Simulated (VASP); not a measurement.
Ni: single point with PBE+D3(BJ)

Ni:

```
Ni
1.0
     0.00000    1.72108    1.72108
     1.72108    0.00000    1.72108
     1.72108    1.72108    0.00000
Ni
1
Direct
  0.00000 0.00000 0.00000
```

The cell isn't the ideal one: a relaxed cell with its volume scaled by 0.97.

- Program: VASP 6.6.1
- Task: single point
- Functional: PBE
- Dispersion: D3(BJ)
- Potentials or basis: VASP PAW PBE potentials, release 64 (Ni)
- Cutoff: 520 eV
- k mesh: 20 × 20 × 20
- Occupations: gaussian, width 0.1 eV
- Spin: collinear spin, ferromagnetic start
- Starting moments: [0.8] μB
- Further INCAR settings: ALGO = Normal; EDIFF = 1e-07

```
Pressure                                              : 7.1 GPa
Band gap on the k mesh                                : none (metal or under the smearing width)
Net moment                                            : 0.62 μB per cell
Site moments                                          : Ni +0.62 μB
Valence electrons inside the program's atomic spheres : Ni 9.43
Dispersion energy per atom                            : -0.495 eV
```

Levels at points of the mesh, in eV from the Fermi level:
Spin up:
| k point | band 2 | band 3 | band 4 | band 5 | band 6 | band 7 | band 8 | band 9 |
| --- | --- | --- | --- | --- | --- | --- | --- | --- |
| (0.00, 0.00, 0.00) | -2.60 | -2.60 | -2.60 | -1.32 | -1.32 | 24.27 | 28.65 | 28.65 |
| (0.50, 0.00, 0.00) | -2.59 | -2.59 | -0.59 | -0.59 | -0.42 | 6.14 | 22.73 | 25.83 |
| (0.50, 0.50, 0.00) | -4.55 | -0.54 | -0.44 | -0.44 | 2.49 | 9.81 | 15.44 | 15.44 |
Spin down:
| k point | band 1 | band 2 | band 3 | band 4 | band 5 | band 6 | band 7 | band 8 | band 9 |
| --- | --- | --- | --- | --- | --- | --- | --- | --- | --- |
| (0.00, 0.00, 0.00) | -9.50 | -1.86 | -1.86 | -1.86 | -0.74 | -0.74 | 24.12 | 28.62 | 28.62 |
| (0.50, 0.00, 0.00) | -4.78 | -1.99 | -1.99 | -0.47 | 0.16 | 0.16 | 6.57 | 22.60 | 25.92 |
| (0.50, 0.50, 0.00) | -4.72 | -3.95 | 0.07 | 0.42 | 0.42 | 2.46 | 10.06 | 15.46 | 15.46 |

It took 28 s on 1 thread of AMD EPYC 9R14 (Zen 4), on a shared host, peak memory 0.13 GiB.

Caveat: pairwise dispersion overbinds metals, which lowers pressure and volume.
